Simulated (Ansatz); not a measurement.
**Zr under strains and displacements**

These are results of DFT PBE, scalar-relativistic, plane waves, PAW (Ansatz 0.2.0), not measurements.

Plane waves to 420 eV, a k mesh through Γ of 16×16×16 on the computed 1-atom cell and Gaussian smearing (0.10 eV); no spin polarisation.

Reference cell:

```
CELL_PARAMETERS angstrom
0.00000 2.25500 2.25500
2.25500 0.00000 2.25500
2.25500 2.25500 0.00000
ATOMIC_POSITIONS crystal
Zr 0.00000 0.00000 0.00000
```

Each variant moves atoms of this cell by the vectors given, if any (Å), and then applies a symmetric strain (tensor components, Cartesian axes). The reference cell isn't relaxed at this level. Energies are per atom at zero smearing, counted from the lowest variant. Pressure is positive in compression.

1. strain (xx yy zz yz xz xy, %) 2.37 2.37 2.37 0.00 0.00 0.00
2. strain (xx yy zz yz xz xy, %) -2.90 -2.90 -2.90 0.00 0.00 0.00
3. strain (xx yy zz yz xz xy, %) 3.78 3.78 3.78 0.00 0.00 0.00
4. strain (xx yy zz yz xz xy, %) -1.61 -1.61 -1.61 0.00 0.00 0.00
5. strain (xx yy zz yz xz xy, %) -2.84 -2.84 -2.84 0.00 0.00 0.00
6. strain (xx yy zz yz xz xy, %) -0.83 -0.83 -0.83 0.00 0.00 0.00

(1) Order the variants by energy, lowest first.

(2) Order them by pressure, highest first.

Answers

(1) 6 (0.0 meV/atom), 1 (14.0 meV/atom), 4 (14.9 meV/atom), 3 (54.4 meV/atom), 5 (55.3 meV/atom), 2 (57.9 meV/atom). Neighbours within 1 meV/atom are level.

(2) 2 (10.56 GPa), 5 (10.32 GPa), 4 (5.93 GPa), 6 (3.46 GPa), 1 (-4.82 GPa), 3 (-7.64 GPa).

This fcc form isn't the element's structure at ambient conditions.